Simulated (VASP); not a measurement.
# TePb (Fm-3m) in VASP: notebook

The runs below take TePb through relaxation of cell and atoms, single point, with PBEsol, PBE.

Everything below comes from runs of VASP 6.6.1. Logs are shortened: lines on timing, memory, paths and dates and some standing lists are left out, and cuts for length are marked.

## (1) Starting point

The structure is cubic, space group Fm-3m (No. 225). Conventional cell: a = 6.462 Å, b = 6.462 Å, c = 6.462 Å, α = 90.00°, β = 90.00°, γ = 90.00°. Pb (site symmetry m-3m) has 6 Te at 3.23 Å as nearest neighbours. Te (site symmetry m-3m) is surrounded by 6 Pb at 3.23 Å.

## (2) Relaxation of cell and atoms, PBEsol

INCAR reads:

```
ALGO = Normal ; EDIFF = 1E-7
EDIFFG = -0.01 ; ENCUT = 600
GGA = PS ; IBRION = 2
ISIF = 3 ; ISMEAR = -1
LASPH = T ; LCHARG = F
LREAL = F ; LWAVE = F
NELM = 60 ; NSW = 60
PREC = Accurate ; SIGMA = 0.05
```

KPOINTS reads:

```
k-points
0
Gamma
  7 7 7
```

POSCAR reads:

```
TePb
1.0
    0.0000000000      3.2310000000      3.2310000000
    3.2310000000      0.0000000000      3.2310000000
    3.2310000000      3.2310000000      0.0000000000
Pb Te
1 1
Direct
    0.0000000000      0.0000000000      0.0000000000
    0.5000000000      0.5000000000      0.5000000000
```

Potentials or basis: VASP PAW PBE potentials, release 64 (Pb_d, Te).

On the command line:

```
$ cat potpaw_PBE.64/Pb_d/POTCAR potpaw_PBE.64/Te/POTCAR > POTCAR
$ mpirun -np 1 vasp_std > vasp.out
```

OUTCAR:

```text
EDIFF = 1E-7
   EDIFFG = -0.01
   ENCUT = 600
   GGA = PS
   IBRION = 2
   ISIF = 3
   ISMEAR = -1
   LASPH = T
   LREAL = F
   NELM = 60
   NSW = 60
   PREC = Accurate

 ion  position               nearest neighbor table
   1  0.000  0.000  0.000-   2 3.23   2 3.23   2 3.23   2 3.23   2 3.23   2 3.23
   2  0.500  0.500  0.500-   1 3.23   1 3.23   1 3.23   1 3.23   1 3.23   1 3.23

  LATTYP: Found a face centered cubic cell.
 ALAT       =     6.4620000000

  Lattice vectors:

 A1 = (   0.0000000000,   3.2310000000,   3.2310000000)
 A2 = (   3.2310000000,   0.0000000000,   3.2310000000)
 A3 = (   3.2310000000,   3.2310000000,   0.0000000000)

Analysis of symmetry for initial positions (statically):
=====================================================================
 Subroutine PRICEL returns:
 Original cell was already a primitive cell.

 Routine SETGRP: Setting up the symmetry group for a
 face centered cubic supercell.

 Subroutine GETGRP returns: Found 48 space group operations
 (whereof 48 operations were pure point group operations)
 out of a pool of 48 trial point group operations.

The static configuration has the point symmetry O_h .

Analysis of symmetry for dynamics (positions and initial velocities):
=====================================================================
 Subroutine PRICEL returns:
 Original cell was already a primitive cell.

 Routine SETGRP: Setting up the symmetry group for a
 face centered cubic supercell.

 Subroutine GETGRP returns: Found 48 space group operations
 (whereof 48 operations were pure point group operations)
 out of a pool of 48 trial point group operations.

The dynamic configuration has the point symmetry O_h .

 Subroutine INISYM returns: Found 48 space group operations
 (whereof 48 operations are pure point group operations),
 and found     1 'primitive' translations

----------------------------------------------------------------------------------------

                                     Primitive cell

  volume of cell :      67.4592

  direct lattice vectors                    reciprocal lattice vectors
     0.000000000  3.231000000  3.231000000    -0.154750851  0.154750851  0.154750851
     3.231000000  0.000000000  3.231000000     0.154750851 -0.154750851  0.154750851
     3.231000000  3.231000000  0.000000000     0.154750851  0.154750851 -0.154750851

  length of vectors
     4.569324020  4.569324020  4.569324020     0.268036337  0.268036337  0.268036337

  position of ions in fractional coordinates (direct lattice)
     0.000000000  0.000000000  0.000000000
     0.500000000  0.500000000  0.500000000

  ion indices of the primitive-cell ions
   primitive index   ion index
                 1           1
                 2           2

----------------------------------------------------------------------------------------

 KPOINTS: k-points

Automatic generation of k-mesh.
 Grid dimensions read from file:
 generate k-points for:    7    7    7

 Generating k-lattice:

  Cartesian coordinates                     Fractional coordinates (reciprocal lattice)
    -0.022107264  0.022107264  0.022107264     0.142857143  0.000000000  0.000000000
     0.022107264 -0.022107264  0.022107264     0.000000000  0.142857143  0.000000000
     0.022107264  0.022107264 -0.022107264     0.000000000  0.000000000  0.142857143

  Length of vectors
     0.038290905  0.038290905  0.038290905

  Shift w.r.t. Gamma in fractional coordinates (k-lattice)
     0.000000000  0.000000000  0.000000000

 Subroutine IBZKPT returns following result:
 ===========================================

 Found     20 irreducible k-points:

 Following reciprocal coordinates:
            Coordinates               Weight
  0.000000  0.000000  0.000000      1.000000
  0.142857  0.000000  0.000000      8.000000
  0.285714  0.000000  0.000000      8.000000
  0.428571  0.000000  0.000000      8.000000
  0.142857  0.142857  0.000000      6.000000
  0.285714  0.142857  0.000000     24.000000
[... 12 lines left out ...]
 -0.428571  0.428571  0.142857     24.000000
 -0.285714  0.428571  0.142857     24.000000
   k-points           NKPTS =     20   k-points in BZ     NKDIM =     20   number of bands    NBANDS=     14
   number of dos      NEDOS =    301   number of ions     NIONS =      2
   total plane-waves  NPLWV =  64000
   dimension x,y,z NGX =    40 NGY =   40 NGZ =   40
   dimension x,y,z NGXF=    80 NGYF=   80 NGZF=   80
   ions per type =               1   1
   NGX,Y,Z   is equivalent  to a cutoff of  14.55, 14.55, 14.55 a.u.
   NGXF,Y,Z  is equivalent  to a cutoff of  29.11, 29.11, 29.11 a.u.
 SYSTEM =  unknown system
   PREC   = accura    normal or accurate (medium, high low for compatibility)
   ISTART =      0    job   : 0-new  1-cont  2-samecut
   ICHARG =      2    charge: 1-file 2-atom 10-const
   ISPIN  =      1    spin polarized calculation?
   LNONCOLLINEAR =      F non collinear calculations
   LSORBIT =      F    spin-orbit coupling
[... 22 lines left out ...]
     AMIX     =   0.40;   BMIX     =  1.00
     AMIX_MAG =   1.60;   BMIX_MAG =  1.00
  volume/ion in A,a.u.               =      33.73       227.62
  Fermi-wavevector in a.u.,A,eV,Ry     =   1.091619  2.062861 16.213147  1.191633
  Thomas-Fermi vector in A             =   2.227868
   LORBIT       =      0    0 simple, 1 ext, 2 COOP (PROOUT), +10 PAW based schemes
   GGA     = PS    functional components
   LHFCALC =     F    Hartree Fock is set to
   AEXX    =    0.0000 exact exchange contribution
   IVDW    =     0    specifies the selected vdW correction
   LEPSILON=     F    determine dielectric tensor
   LRPA    =     F    only Hartree local field effects (RPA)
 conjugate gradient relaxation of ions
 non-spin polarized calculation
  energy-cutoff  :      600.00
  volume of cell :       67.46
 maximum number of plane-waves:      2259
 NGX is ok and might be reduce to    40
   NGX = 19   NGY = 19   NGZ = 19

--------------------------------------- Ionic step        1  -------------------------------------------

 number of electron      19.9999998 magnetization

 Free energy of the ion-electron system (eV)
  ---------------------------------------------------
  ext. energy  EPLUGINS =         0.00000000
  ---------------------------------------------------
  free energy    TOTEN  =        -8.26013904 eV

  energy without entropy =       -8.26013489  energy(sigma->0) =       -8.26013696

------------------------ aborting loop because EDIFF is reached ----------------------------------------

  FORCE on cell =-STRESS in cart. coord.  units (eV):
  Direction    XX          YY          ZZ          XY          YZ          ZX
  --------------------------------------------------------------------------------------
  -------------------------------------------------------------------------------------
  Total       -0.1693243     -0.1693243     -0.1693243      0.0000000      0.0000000      0.0000000
  in kB       -4.0215094     -4.0215094     -4.0215094      0.0000000      0.0000000      0.0000000
  external PRESSURE =      -4.0215094 kB  Pullay stress =       0.0000000 kB

 VOLUME and BASIS-vectors are now :
 -----------------------------------------------------------------------------
  energy-cutoff  :      600.00
  volume of cell :       67.46
      direct lattice vectors                 reciprocal lattice vectors
     0.000000000  3.231000000  3.231000000    -0.154750851  0.154750851  0.154750851
     3.231000000  0.000000000  3.231000000     0.154750851 -0.154750851  0.154750851
     3.231000000  3.231000000  0.000000000     0.154750851  0.154750851 -0.154750851
[... 37 lines left out ...]
 POSITION                                       TOTAL-FORCE (eV/Angst)
 -----------------------------------------------------------------------------------
      0.00000      0.00000      0.00000         0.000000      0.000000      0.000000
      3.21780      3.21780      3.21780        -0.000000     -0.000000     -0.000000
 -----------------------------------------------------------------------------------
    total drift:                                0.000000     -0.000000     -0.000000

  FREE ENERGIE OF THE ION-ELECTRON SYSTEM (eV)
  ---------------------------------------------------
  free  energy   TOTEN  =        -8.2608357251 eV

  energy  without entropy=       -8.2608309807  energy(sigma->0) =       -8.26083335

--------------------------------------- Ionic step        3  -------------------------------------------

 number of electron      19.9999998 magnetization

 Free energy of the ion-electron system (eV)
  ---------------------------------------------------
  ext. energy  EPLUGINS =         0.00000000
  ---------------------------------------------------
  free energy    TOTEN  =        -8.26092476 eV

  energy without entropy =       -8.26092018  energy(sigma->0) =       -8.26092247

 E-fermi :   5.9449     XC(G=0):  -9.5120

 val. band max:        5.4662249914   @ k =   0.4286   0.0000   0.0000
 cond. band min:       6.4100224712   @ k =   0.4286   0.0000   0.0000
 fundamental gap:      0.9437974798
 Fermi energy:         5.9449086315

 k-point     1 :       0.0000    0.0000    0.0000
  band No.  band energies     occupation
      1     -11.0639      2.00000
      2     -11.0639      2.00000
      3     -11.0522      2.00000
      4     -11.0522      2.00000
      5     -11.0522      2.00000
      6      -6.5329      2.00000
      7      -0.0127      2.00000
      8       4.2090      2.00000
      9       4.2090      2.00000
     10       4.2090      2.00000
     11       9.6468      0.00000
     12       9.6468      0.00000
     13       9.6468      0.00000
     14      11.3156      0.00000

 k-point     2 :       0.1429    0.0000    0.0000
  band No.  band energies     occupation
      1     -11.0665      2.00000
      2     -11.0665      2.00000
      3     -11.0517      2.00000
      4     -11.0492      2.00000
      5     -11.0492      2.00000
      6      -6.3558      2.00000
      7      -0.5837      2.00000
      8       4.2618      2.00000
      9       4.2618      2.00000
     10       4.5211      2.00000
[... 330 lines left out ...]
 POSITION                                       TOTAL-FORCE (eV/Angst)
 -----------------------------------------------------------------------------------
      0.00000      0.00000      0.00000         0.000000      0.000000      0.000000
      3.22110      3.22110      3.22110         0.000000      0.000000     -0.000000
 -----------------------------------------------------------------------------------
    total drift:                                0.000000     -0.000000     -0.000000

  FREE ENERGIE OF THE ION-ELECTRON SYSTEM (eV)
  ---------------------------------------------------
  free  energy   TOTEN  =        -8.2609247617 eV

  energy  without entropy=       -8.2609201762  energy(sigma->0) =       -8.26092247

 reached required accuracy - stopping structural energy minimisation
```

Wall time 59 s (1 thread of Intel Xeon Platinum 8488C (Sapphire Rapids), shared host); peak memory 0.25 GiB.

Results:

```
Free energy                            : -8.2609 eV
Relaxed volume                         : 33.42 Å³/atom
Relaxed cell                           : a = 4.555 Å, b = 4.555 Å, c = 4.555 Å, α = 60.00°, β = 60.00°, γ = 60.00°
Space group after relaxing (to 0.05 Å) : Fm-3m (No. 225)
Energy gained by relaxing              : 0.4 meV/atom
Ionic steps                            : 3
Pressure after relaxing                : 0.0 GPa
```

Step by step:
```csv
step,energy change (eV),largest force (eV/Å),pressure (GPa),volume (Å³)
1,0.0000,0.0000,-0.40,67.46
2,-0.0007,0.0000,0.14,66.64
3,-0.0008,0.0000,0.00,66.84
```

Final structure:
```yaml
crystal:
  lattice:
    - [0.00000, 3.22110, 3.22110]
    - [3.22110, 0.00000, 3.22110]
    - [3.22110, 3.22110, 0.00000]
  atoms:
    - { symbol: Pb, position: [0.00000, 0.00000, 0.00000] }
    - { symbol: Te, position: [0.50000, 0.50000, 0.50000] }
```

Caveat: this odd mesh misses L, where the gap lies, so gap, dielectric constants and Born charges aren't listed; the PAW data sets were made with another functional, which shifts forces and pressure a little.

## (3) Single point, PBE

INCAR reads:

```
SYSTEM = TePb
PREC = Accurate
ENCUT = 450
EDIFF = 1E-6
ISMEAR = 0
SIGMA = 0.02
LREAL = .False.
LASPH = .True.
NELM = 60
ALGO = Fast
ISIF = 2
LWAVE = .False.
LCHARG = .False.
GGA = PE
```

KPOINTS reads:

```
Automatic mesh
0
Gamma
  4 4 4
  0 0 0
```

POSCAR is that of step 2.

Potentials or basis: VASP PAW PBE potentials, release 64 (Pb_d_GW, Te_GW).

On the command line:

```
$ cat potpaw_PBE.64/Pb_d_GW/POTCAR potpaw_PBE.64/Te_GW/POTCAR > POTCAR
$ mpirun -np 1 vasp_std > vasp.out
```

It took 18 s on 1 thread of Intel Xeon Platinum 8175M at 2.50GHz (Skylake/Cascade Lake), shared host; peak memory 0.18 GiB.

Results (log left out):

| Item | Value |
| --- | --- |
| Free energy | -7.4917 eV |
| Pressure | 2.0 GPa |
| Band gap on the k mesh | 0.73 eV, direct |

Levels at points of the mesh, in eV from the valence-band top:
```csv
k point,band 7,band 8,band 9,band 10,band 11,band 12,band 13,band 14,band 15
"(0.00, 0.00, 0.00)",-12.02,-5.60,-1.35,-1.35,-1.35,4.08,4.08,4.08,5.82
"(0.50, 0.00, 0.00)",-10.59,-8.59,-0.89,-0.89,0.00,0.73,1.27,1.27,8.39
"(0.50, 0.50, 0.00)",-10.34,-7.30,-4.50,-2.80,-2.80,3.30,5.47,5.47,6.70
```

Caveat: the k mesh is coarse (spacing up to 0.42 Å⁻¹), so the values aren't converged; spin-orbit coupling is left out, which as a rule narrows the gap of such compounds by several tenths of an eV.

## (4) Single point, PBE

INCAR reads:

```
PREC     = Accurate       # precision mode
ENCUT    = 520            # plane-wave cutoff, eV
EDIFF    = 1E-6           # SCF threshold, eV
ISMEAR   = 0              # smearing method
SIGMA    = 0.028999999999999998 # smearing width, eV
LREAL    = False          # projectors in reciprocal space
LASPH    = True           # aspherical terms in the spheres
NELM     = 80             # most SCF steps
ALGO     = Normal         # electronic algorithm
ISIF     = 2              # what is computed and relaxed
LWAVE    = False          # write WAVECAR
LCHARG   = False          # write CHGCAR
GGA      = PE             # functional
NBANDS   = 17             # bands
```

KPOINTS reads:

```
Automatic mesh
0
Gamma
  7 7 7
```

POSCAR is that of step 3.

Potentials or basis: VASP PAW PBE potentials, release 64 (Pb_d, Te).

On the command line:

```
$ cat potpaw_PBE.64/Pb_d/POTCAR potpaw_PBE.64/Te/POTCAR > POTCAR
$ mpirun -np 1 vasp_std > vasp.out
```

Run time: 21 s. Hardware: 1 thread of Intel Xeon Platinum 8375C at 2.90GHz (Ice Lake), shared host; peak memory 0.2 GiB.

Results (log left out):

```
Free energy : -7.5026 eV
Pressure    : 2.1 GPa
```

Levels at points of the mesh, in eV from the Fermi level:
```csv
k point,band 8,band 9,band 10,band 11,band 12,band 13
"(0.00, 0.00, 0.00)",-1.40,-1.40,-1.40,4.03,4.03,4.03
```

Caveat: this odd mesh misses L, where the gap lies, so gap, dielectric constants and Born charges aren't listed. The run has no spin-orbit coupling, so splittings on Pb, Te are missing.

## (5) Relaxation of cell and atoms, PBE

INCAR reads:

```
  PREC = Accurate
  ENCUT = 580
  EDIFF = 1E-7
  ISMEAR = -1
  SIGMA = 0.05
  LREAL = False
  LASPH = True
  NELM = 60
  ALGO = Normal
  ISIF = 3
  LWAVE = False
  LCHARG = False
  GGA = PE
  IBRION = 2
  NSW = 40
  EDIFFG = -0.02
```

KPOINTS is that of step 4.

POSCAR is that of step 4.

Potentials or basis: VASP PAW PBE potentials, release 64 (Pb, Te).

On the command line:

```
$ cat potpaw_PBE.64/Pb/POTCAR potpaw_PBE.64/Te/POTCAR > POTCAR
$ mpirun -np 1 vasp_std > vasp.out
```

Wall time 35 s (1 thread of Intel Xeon Platinum 8375C at 2.90GHz (Ice Lake), shared host); peak memory 0.22 GiB.

Results (log left out):

```
Free energy                            : -7.5392 eV
Relaxed volume                         : 35.29 Å³/atom
Relaxed cell                           : a = 4.639 Å, b = 4.639 Å, c = 4.639 Å, α = 60.00°, β = 60.00°, γ = 60.00°
Space group after relaxing (to 0.05 Å) : Fm-3m (No. 225)
Energy gained by relaxing              : 9.3 meV/atom
Ionic steps                            : 3
Pressure after relaxing                : 0.0 GPa
```

Step by step:
```
step  energy change (eV)  largest force (eV/Å)  pressure (GPa)  volume (Å³)
   1              0.0000                0.0000            1.99        67.46
   2             -0.0167                0.0000           -0.57        71.64
   3             -0.0186                0.0000            0.01        70.57
```

Final structure:
```
CELL_PARAMETERS angstrom
0.00000 3.27998 3.27998
3.27998 0.00000 3.27998
3.27998 3.27998 0.00000
ATOMIC_POSITIONS crystal
Pb 0.00000 0.00000 0.00000
Te 0.50000 0.50000 0.50000
```

Levels at points of the mesh, in eV from the Fermi level:
```
           k point  band 1  band 2  band 3  band 4  band 5  band 6  band 7  band 8  band 9
(0.00, 0.00, 0.00)  -12.10   -6.15   -1.63   -1.63   -1.63    3.58    3.58    3.58    5.43
```

Caveat: this odd mesh misses L, where the gap lies, so gap, dielectric constants and Born charges aren't listed.

## (6) Relaxation of cell and atoms, PBE

INCAR reads:

```
PREC = Accurate
ENCUT = 600
EDIFF = 1E-6
ISMEAR = -1
SIGMA = 0.05
LREAL = F
LASPH = T
NELM = 80
ALGO = Normal
ISIF = 3
LWAVE = F
LCHARG = F
GGA = PE
IBRION = 2
NSW = 60
EDIFFG = -0.02
```

KPOINTS reads:

```
regular mesh
0
Gamma
  7 7 7
```

POSCAR is that of step 5.

Potentials or basis: VASP PAW PBE potentials, release 64 (Pb_d, Te).

On the command line:

```
$ cat potpaw_PBE.64/Pb_d/POTCAR potpaw_PBE.64/Te/POTCAR > POTCAR
$ mpirun -np 1 vasp_std > vasp.out
```

Run time: 47 s. Hardware: 1 thread of Intel Xeon Platinum 8375C at 2.90GHz (Ice Lake), shared host; peak memory 0.24 GiB.

Results (log left out):

| Item | Value |
| --- | --- |
| Free energy | -7.5237 eV |
| Relaxed volume | 35.41 Å³/atom |
| Relaxed cell | a = 4.644 Å, b = 4.644 Å, c = 4.644 Å, α = 60.00°, β = 60.00°, γ = 60.00° |
| Space group after relaxing (to 0.05 Å) | Fm-3m (No. 225) |
| Energy gained by relaxing | 10.5 meV/atom |
| Ionic steps | 3 |
| Pressure after relaxing | 0.0 GPa |

Step by step:
```
step  energy change (eV)  largest force (eV/Å)  pressure (GPa)  volume (Å³)
   1              0.0000                0.0000            2.08        67.46
   2             -0.0193                0.0000           -0.54        71.83
   3             -0.0210                0.0000            0.00        70.81
```

Final structure:
```
Pb Te
1.0
     0.00000    3.28370    3.28370
     3.28370    0.00000    3.28370
     3.28370    3.28370    0.00000
Pb Te
1 1
Cartesian
  0.0000 0.0000 0.0000
  3.2837 3.2837 3.2837
```

Levels at points of the mesh, in eV from the Fermi level:
| k point | band 8 | band 9 | band 10 | band 11 | band 12 | band 13 |
| --- | --- | --- | --- | --- | --- | --- |
| (0.00, 0.00, 0.00) | -1.62 | -1.62 | -1.62 | 3.57 | 3.57 | 3.57 |

Caveat: this odd mesh misses L, where the gap lies, so gap, dielectric constants and Born charges aren't listed. The run has no spin-orbit coupling, so splittings on Pb, Te are missing.

## (7) The runs side by side

```csv
task,level,potentials or basis,cell,k mesh,cutoff (eV),smearing,mesh quality,pressure (GPa),relaxed volume (Å³/atom)
relaxation of cell and atoms,PBEsol,"VASP PAW PBE potentials, release 64 (Pb_d, Te)",relaxed,7 × 7 × 7,600,fermi-dirac 0.05 eV,not flagged,0.0,33.42
single point,PBE,"VASP PAW PBE potentials, release 64 (Pb_d_GW, Te_GW)",as given,4 × 4 × 4,450,gaussian 0.02 eV,coarse,2.0,-
single point,PBE,"VASP PAW PBE potentials, release 64 (Pb_d, Te)",as given,7 × 7 × 7,520,gaussian 0.029 eV,not flagged,2.1,-
relaxation of cell and atoms,PBE,"VASP PAW PBE potentials, release 64 (Pb, Te)",relaxed,7 × 7 × 7,580,fermi-dirac 0.05 eV,not flagged,0.0,35.29
relaxation of cell and atoms,PBE,"VASP PAW PBE potentials, release 64 (Pb_d, Te)",relaxed,7 × 7 × 7,600,fermi-dirac 0.05 eV,not flagged,0.0,35.41
```

Alike in all rows: no spin polarisation.

Caveats: some runs use coarse meshes; the PAW data sets were made with another functional, which shifts forces and pressure a little (some runs); spin-orbit coupling is left out, which as a rule narrows the gap of such compounds by several tenths of an eV (some runs).

Total energies depend on the potentials used, so only differences within one code and one set of settings carry meaning.
